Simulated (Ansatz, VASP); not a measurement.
## Ca: VASP beside Ansatz

```xyz
2
Lattice="3.9800 0.0000 0.0000 -1.9900 3.4468 0.0000 0.0000 0.0000 6.5200" Properties=species:S:1:pos:R:3 pbc="T T T"
Ca    0.0000    2.2979    1.6300
Ca    1.9900    1.1489    4.8900
```

This isn't the form of Ca at room conditions, which is fcc.

Alike in both runs: task single point; functional r2SCAN; k mesh 6 × 6 × 4; occupations gaussian, width 0.1 eV; no spin polarisation.

|  | VASP | Ansatz |
| --- | --- | --- |
| version | VASP 6.6.1 | Ansatz 0.2.0 |
| potentials or method | VASP PAW PBE potentials, release 64 (Ca_sv) | scalar-relativistic, plane waves, PAW |
| plane-wave cutoff (eV) | 520 | 500 |
| valence electrons in the cell | 20 | 20 |

VASP gave:

```
gap on the k mesh at the Fermi level (eV)       : none
pressure (GPa)                                  : -0.5
largest component of the traceless stress (GPa) : 0.32
```

Task: Estimate Ansatz's values.

Result: gap on the k mesh at the Fermi level (eV): none; pressure (GPa): -0.5; largest component of the traceless stress (GPa): 0.31.

A gap of «none» marks a metal or a gap that the smearing closes. The functional is the same, so the differences come from potentials, cutoffs and numerics.

Caveats: the PAW data sets were made with another functional, which shifts forces and pressure a little (VASP).
